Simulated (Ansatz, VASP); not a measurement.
**WC in VASP and in Ansatz**

Contents of INCAR:

```
SYSTEM = WC
ALGO = Normal ; EDIFF = 1E-7
ENCUT = 520 ; GGA = PS
ISIF = 2 ; ISMEAR = -1
LASPH = .True. ; LCHARG = .False.
LREAL = .False. ; LWAVE = .False.
NBANDS = 16 ; NELM = 100
PREC = Accurate ; SIGMA = 0.05
```

Contents of KPOINTS:

```
k-points
0
Gamma
  10 10 10
  0 0 0
```

Contents of POSCAR:

```
WC
1.0
    0.0000000000      2.2356887219      2.2356887219
    2.2356887219      0.0000000000      2.2356887219
    2.2356887219      2.2356887219      0.0000000000
W C
1 1
Direct
    0.0000000000      0.0000000000      0.0000000000
    0.5000000000      0.5000000000      0.5000000000
```

Contents of input.yaml:

```yaml
crystal:
  lattice:
    - [0.0, 2.2356887219, 2.2356887219]
    - [2.2356887219, 0.0, 2.2356887219]
    - [2.2356887219, 2.2356887219, 0.0]
  atoms:
    - { symbol: W, position: [0.0, 0.0, 0.0] }
    - { symbol: C, position: [0.5, 0.5, 0.5] }
hamiltonian:
  xc: pbesol
  pseudopotentials: { kind: paw }
kpoints:
  mp_grid: { grid: [10, 10, 10] }
scf:
  occupations: { method: fermi_dirac, width: 0.05 }
output:
  forces: true
  stress: true
  eigenvalues: true
```

Change from the starting cell: volume scaled by 1.06.

Alike in both runs: task single point; functional PBEsol; k mesh 10 × 10 × 10; occupations fermi-dirac, width 0.05 eV; no spin polarisation.

|  | VASP | Ansatz |
| --- | --- | --- |
| version | VASP 6.6.1 | Ansatz 0.2.0 |
| potentials or method | VASP PAW PBE potentials, release 64 (W_sv, C) | Ansatz PAW |
| plane-wave cutoff (eV) | 520 | 420 |
| valence electrons in the cell | 18 | 18 |

|  | VASP | Ansatz | Ansatz less VASP |
| --- | --- | --- | --- |
| gap on the k mesh at the Fermi level (eV) | none | none | - |
| pressure (GPa) | -27.1 | -27.9 | -0.76 |

A gap of «none» marks a metal or a gap that the smearing closes.

Caveats: the PAW data sets were made with another functional, which shifts forces and pressure a little (VASP); the PAW data sets come from PBE, with cores solved anew for the run's functional, which leaves a small shift of forces and pressure (Ansatz). Spin-orbit coupling is left out, which matters for the levels of W.
